## Every length shrinks alike

If a crystal is shrunk like a photograph, every length in it scales as the cube root of the volume. From the largest to the smallest cell of the table the volume falls by 11 %, so each length should fall by 3.9 %. The shortest distance, the bond between tungsten and sulfur, does exactly this: it goes from 2.438 to 2.342 Å. The ratio c/a, the height of the cell over its width, stays fixed at 5.855.

For WS₂ this is an odd way to be compressed. The crystal is a stack of sandwiches, each with a sheet of tungsten between two sheets of sulfur. Strong bonds hold each sandwich together, and only weak forces act across the gap to the next one. Under a real load the gap closes first and the bonds hardly change, whereas here both shrink by the same percentage.

WS₂ (space group R3m) in uniformly scaled cells with fixed relative atomic positions, calculated with Ansatz 0.2.0 using PBE and PAW, scalar-relativistic and without spin polarisation. All runs use a 13×13×13 k mesh and Fermi-Dirac smearing of 0.08 eV; the plane-wave cutoff is 280–360 eV. c/a refers to the conventional hexagonal cell, and pressure is positive in compression.

| volume (Å³/atom) | c/a | shortest distance (Å) | pressure (GPa) |
| --- | --- | --- | --- |
| 16.679 | 5.8550 | 2.342 | 17.018 |
| 17.034 | 5.8550 | 2.358 | 12.452 |
| 17.389 | 5.8550 | 2.375 | 8.340 |
| 17.567 | 5.8551 | 2.383 | 6.440 |
| 17.744 | 5.8550 | 2.391 | 4.637 |
| 17.921 | 5.8549 | 2.399 | 2.926 |
| 18.099 | 5.8550 | 2.407 | 1.302 |
| 18.454 | 5.8549 | 2.422 | -1.702 |
| 18.808 | 5.8550 | 2.438 | -4.406 |

The failure lies in this path. The pressures are those of a crystal whose atoms have been forbidden to move to where the forces would take them. They describe WS₂ on the path that was calculated, and they become misleading when their slope is read as the compressibility of the material.

## A curve that looks healthy

The shape of the pressure curve gives no warning. As the cell grows, the pressure falls from 17.0 GPa to −4.4 GPa, less and less steeply, and it crosses zero at about 18.25 Å³ per atom. To see how regular it is, the Birch-Murnaghan form, a standard equation of state with three coefficients, was fitted by least squares to the six smallest cells. It then predicts the three largest, which took no part in the fit, to within 0.03 GPa.

That agreement settles one practical worry. The three largest cells were calculated with eight deep tungsten electrons per formula unit frozen into the core, while the other six treat them explicitly. A step in the pressure at this change would have spoiled any slope taken across it, and none of any importance is seen. The plane-wave cutoff also differs between some of the rows, and the smooth curve shows no visible trace of that either.

The pressure also fits the energy. The drop in energy from the smallest to the largest cell, divided by the gain in volume, gives a mean pressure of 5.19 GPa, and the average of the pressure curve over the same range gives 5.22 GPa. Over the series as a whole, the pressure therefore agrees with the slope of the energy along this path. A smooth curve and a consistent energy test the arithmetic of a calculation, but they can't tell whether the atoms sit where they should.

## First sign: a layered crystal that is stiff in every direction

The bulk modulus $B$ tells how much pressure is needed for a given relative loss of volume $V$. It can be read from the two rows on either side of zero pressure:

$$
B=-\frac{\Delta p}{\Delta \ln V}=\frac{1.302+1.702}{\ln(18.454/18.099)}\ \text{GPa}\approx 155\ \text{GPa}.
$$

Read as a property of the material, this means that 1 GPa shrinks it by about 0.6 %. That is the response of a hard, evenly bonded solid, and a layered sulfide should give way more easily.

The stress calculated in the same runs shows where the excess comes from. Between the same two rows the stress in the plane of the layers rises by 150 GPa per unit of relative volume loss, and the stress along the stacking direction by 164 GPa. When all edges shrink together, the direction that contains the weak gaps thus pushes back slightly harder than the one that contains only strong bonds. If the atoms were free to move during the same uniform shrinking, the stress along the stack would be expected to build up several times more slowly than that in the plane.

This sign is easy to misread. Stresses that stay nearly equal from cell to cell look like a mark of good hydrostatic pressure. In a crystal of weakly bound sheets, shrunk by the same percentage in all directions, they are a warning instead. The strong bonds inside the sheets have been forced to shorten by the same percentage as the gaps, and they answer with a stress that a relaxed crystal would largely avoid.

## Second sign: forces that remain at zero pressure

The forces on the atoms give the plainest evidence. In a relaxed crystal each of them vanishes, at any volume. Here the force on tungsten along the stacking direction lies between 0.53 and 0.70 eV/Å in size in every row. No cell of the series is at rest. The forces and stresses were calculated without spin-orbit coupling, although tungsten is a heavy atom. Its effect was not tested here, but it is expected to be small beside forces of this size.

Zero pressure does not cure this. Interpolated to the volume where the pressure vanishes, the force on one sulfur atom is almost zero, but the other sulfur and the tungsten are pushed in opposite directions with nearly 0.6 eV/Å each. Pressure measures only how the energy responds when the whole cell changes size. Forces inside the cell can be large while the pressure is zero, so the two must be checked separately.

The lasting force on tungsten means that it isn't at its balanced height between the two sulfur sheets. All cells are scaled copies of one structure, with the same relative positions, so the displacement was already present in that structure and was carried from cell to cell. This is why the force keeps its sign and changes by only about a quarter along the series.

## What the sulfur sheets want to do

A second part of the forces changes strongly with volume, and this is the part that spoils the stiffness. Take half the difference between the forces on the two sulfur atoms and call it $F$. It measures how hard the two sheets are driven in opposite directions, either apart or together. It is 1.41 eV/Å in the smallest cell, passes through zero near 17.96 Å³ per atom, and reaches −0.75 eV/Å in the largest.

The atomic positions and the signs of the forces show which way the sheets are driven. Measured along the height of the conventional cell, tungsten sits at 0 and, because the layers repeat, also at 2/3. The sulfur sheets at 0.7503 and 0.581 lie just above and just below that second position. In the smallest cell the upper sheet is pushed up with 1.76 eV/Å and the lower one down with 1.06 eV/Å, so both are driven outward, into the gap. In the largest cell both forces have reversed and point inward. The bonds between tungsten and sulfur explain this: in a small cell they are too short and push the sheets apart, and in a large cell they are too long and pull them back in. If the atoms were free, the sandwich would be expected to stay near its natural thickness and leave the change in height to the gap.

Squeezing the sandwich from the sides adds to the effect. Bonds that are pressed together in the plane can recover some of their length by standing up more steeply, which makes the sandwich thicker. Atoms held at scaled positions are denied this escape too, so the response in the plane is expected to be too stiff as well.

## Two springs in a stack

The stacking direction can be pictured as two springs on top of each other, a hard one for the sandwich and a soft one for the gap. Under a real load both carry the same force, and the soft spring does most of the shortening. Uniform scaling makes both shorten by the same percentage instead, and the hard spring then sets the price.

Suppose, as an illustration with invented values, that the springs are equally long and that one is ten times as stiff as the other. Let stiffness mean the force per relative shortening, averaged over the stack. With equal shortening it is $(10+1)/2=5.5$ in units of the soft spring. With equal force it is $2/(1/10+1)\approx1.8$. The same two springs appear three times stiffer merely because they were compressed in the wrong way.

The picture also tells when uniform scaling is harmless. In rock salt every atom sits at a place fixed by symmetry and the cell has only one length, so there is nothing to relax. The error appears where hard and soft links coexist and symmetry would let the atoms share the strain between them, and it grows with the contrast between the links.

## How much stiffness is false?

The forces allow a rough estimate. Let each sulfur sheet move by a distance $u$ in the direction in which it is driven, against a spring of constant $k$. For one formula unit, with two sulfur atoms, the energy changes by

$$
\Delta E=-2Fu+ku^2 .
$$

The best displacement is $u=F/k$, and it lowers the energy by $F^2/k$. The gain is zero where $F$ vanishes and grows on both sides of that volume. Relaxation therefore pulls down the two ends of the energy curve more than its middle. The curve becomes flatter, and a flatter curve means a softer crystal.

Near zero pressure the bulk modulus is the curvature of the energy with respect to $\ln V$, divided by the volume $V$ of one formula unit. If $F$ is small there, the loss of stiffness is

$$
\Delta B\approx\frac{2}{kV}\left(\frac{dF}{d\ln V}\right)^2 .
$$

The slope comes from the two rows next to zero pressure. There $F$ changes from −0.136 to −0.455 eV/Å while $\ln V$ grows by 0.019, which gives about −16 eV/Å.

The spring constant is not among the results. It can be estimated from the vibration in which the two sulfur sheets move against each other, at roughly 420 cm⁻¹, a recalled value. With the mass of sulfur this gives $k\approx21$ eV/Å². The volume of one formula unit is about 55 Å³, and 1 eV/Å³ is about 160 GPa, so

$$
\Delta B\approx\frac{2\times16^2}{21\times55}\times160\ \text{GPa}\approx70\ \text{GPa}.
$$

Without rounding the inputs the result is about 76 GPa. Only the order of magnitude deserves trust: several tens of GPa, out of an apparent 155 GPa. A large share of the stiffness, perhaps half, thus comes from holding the sulfur sheets in place.

The estimate treats the spring as constant and takes the slope of $F$ at one volume, although this slope is steeper in the smaller cells. It also keeps c/a fixed. Letting the cell change its shape would soften the crystal further, since the stack could then shorten more than the plane. Subtracting 70 GPa from 155 GPa therefore doesn't yield the bulk modulus of WS₂, and the table has no relaxed row against which the estimate could be tested.

## What the repair requires

The remedy follows from the cause. At each volume the atoms must be moved until the forces vanish, and c/a must be adjusted until the stresses along the stack and in the plane are equal. The slope of the pressure along that path gives the calculated compressibility that can fairly be compared with a measurement in a press.

Relaxation would also expose a weakness that the present path partly hides. PBE without a correction for dispersion, the weak attraction between the sheets, binds the layers too loosely. Once the gap is free to take up most of the compression, the result depends on this attraction much more than it does here. A trustworthy bulk modulus of WS₂ needs both the freedom of the atoms and a sound description of the gap.
